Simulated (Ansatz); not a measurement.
Zincblende PbSe (r2SCAN geometry), in Ansatz:

```
Pb Se
1.0
     0.00000    3.42320    3.42320
     3.42320    0.00000    3.42320
     3.42320    3.42320    0.00000
Pb Se
1 1
Direct
  0.00000 0.00000 0.00000
  0.25000 0.25000 0.25000
```

G0W0@PBE with 301 empty bands, a screening cutoff of 140 eV and a 4×4×4 mesh (PAW, contour deformation) gives 1.052 eV over the mesh points, from a PBE gap of 0.620 eV; it sums over 316 bands with 307 plane waves in the screening and a wave cutoff of 420 eV. G0W0 here is at a finite number of bands, screening cutoff and k mesh, not at the basis limit. The calculation is spin-unpolarised, and the structure need not be a phase that has been made.

(1) Estimate the gap with empty bands 130, screening cutoff 80 eV.

(2) Another run gave a Kohn-Sham gap of 0.624 eV and a G0W0 gap of 1.035 eV, summing over 316 bands with 307 plane waves in the screening and a wave cutoff of 1170 eV. What was changed?

(3) Estimate the gap with empty bands 554, screening cutoff 210 eV.

## Answers

(1) 0.922 eV (-0.130 eV), from a Kohn-Sham gap of 0.620 eV.

(2) Potentials of the kind norm-conserving. The wave cutoff gives it away.

(3) 1.142 eV (+0.090 eV), from a Kohn-Sham gap of 0.620 eV.

Spin-orbit coupling is left out; in compounds of Pb, Bi, Tl or Hg it can lower a gap by up to about 1 eV, split its edges or invert the bands.
